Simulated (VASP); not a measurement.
Crystal: SnO.

```xyz
4
Lattice="3.3159 0.0000 0.0000 -1.6579 2.8716 0.0000 0.0000 0.0000 6.3884" Properties=species:S:1:pos:R:3 pbc="T T T"
Sn    0.0000    1.9144    1.5971
Sn    1.6579    0.9572    4.7913
O     0.0000    0.0000    0.0000
O     0.0000    0.0000    3.1942
```

The cell was built by a generator and needn't be a form met in nature.

```yaml
Program: VASP 6.6.1
Task: relaxation of cell and atoms
Functional: PBE
Potentials_or_basis: VASP PAW PBE potentials, release 64 (Sn_d, O)
Cutoff: 600 eV
k_mesh: 6 × 6 × 4
Occupations: gaussian, width 0.1 eV
Spin: no spin polarisation
```

At the start: pressure 5.2 GPa; volume 15.21 Å³/atom.

Question: How do energy, volume and symmetry change on relaxing?

Answer: Over 5 steps the energy falls by 13.9 meV/atom and the volume is 16.12 Å³/atom (+6.0 %); space group P6_3/mmc (No. 194, to 0.05 Å).

The path:
| step | energy change (eV) | largest force (eV/Å) | pressure (GPa) | volume (Å³) |
| --- | --- | --- | --- | --- |
| 1 | 0.0000 | 0.0000 | 5.17 | 60.83 |
| 2 | -0.0393 | 0.0000 | -1.86 | 65.26 |
| 3 | -0.0476 | 0.0000 | 0.08 | 63.89 |
| 4 | -0.0522 | 0.0000 | 0.05 | 64.11 |
| 5 | -0.0555 | 0.0000 | 0.03 | 64.50 |

Final structure:
```
Sn O
1.0
     3.41011    0.00000    0.00000
    -1.70506    2.95325    0.00000
     0.00000    0.00000    6.40419
Sn O
2 2
Direct
  0.33333 0.66667 0.25000
  0.66667 0.33333 0.75000
  0.00000 0.00000 0.00000
  0.00000 0.00000 0.50000
```

Caveat: the k mesh is coarse (spacing up to 0.36 Å⁻¹), so the values aren't converged.
